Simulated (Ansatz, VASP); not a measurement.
# Two plane-wave programs on GaP

File INCAR:

```
SYSTEM = GaP
PREC     = Accurate       ! precision mode
ENCUT    = 520            ! plane-wave cutoff, eV
EDIFF    = 1E-6           ! SCF threshold, eV
ISMEAR   = 0              ! smearing method
SIGMA    = 0.02           ! smearing width, eV
LREAL    = .False.        ! projectors in reciprocal space
LASPH    = .True.         ! aspherical terms in the spheres
NELM     = 100            ! most SCF steps
ALGO     = Normal         ! electronic algorithm
ISIF     = 2              ! what is computed and relaxed
LWAVE    = .False.        ! write WAVECAR
LCHARG   = .False.        ! write CHGCAR
GGA      = PE             ! functional
NBANDS   = 16             ! bands
```

KPOINTS

```
regular mesh
0
Gamma
  8 8 8
  0 0 0
```

The input POSCAR:

```
GaP
1.0
    0.0000000000      2.6673516004      2.6673516004
    2.6673516004      0.0000000000      2.6673516004
    2.6673516004      2.6673516004      0.0000000000
Ga P
1 1
Direct
    0.0000000000      0.0000000000      0.0000000000
    0.2500000000      0.2500000000      0.2500000000
```

Input for Ansatz:

```yaml
crystal:
  lattice:
    - [0.0, 2.6673516004, 2.6673516004]
    - [2.6673516004, 0.0, 2.6673516004]
    - [2.6673516004, 2.6673516004, 0.0]
  atoms:
    - { symbol: Ga, position: [0.0, 0.0, 0.0] }
    - { symbol: P, position: [0.25, 0.25, 0.25] }
basis:
  ecutwfc: 420
kpoints:
  mp_grid: { grid: [8, 8, 8] }
hamiltonian:
  xc: pbe
scf:
  occupations: { method: gaussian, width: 0.02 }
output:
  forces: true
  stress: true
  eigenvalues: true
```

Alike in both runs: task single point; functional PBE; k mesh 8 × 8 × 8; occupations gaussian, width 0.02 eV; no spin polarisation.

|  | VASP | Ansatz |
| --- | --- | --- |
| version | VASP 6.6.1 | Ansatz 0.2.0 |
| potentials or method | VASP PAW PBE potentials, release 64 (Ga_d, P) | scalar-relativistic, plane waves, PAW |
| plane-wave cutoff (eV) | 520 | 420 |
| valence electrons in the cell | 18 | 18 |

```csv
,VASP,Ansatz,Ansatz less VASP
gap on the k mesh at the Fermi level (eV),1.51,1.51,0.000
least direct gap on the mesh (eV),2.37,2.37,-0.001
pressure (GPa),8.9,9.0,+0.13
```

A k mesh can miss the band edges.
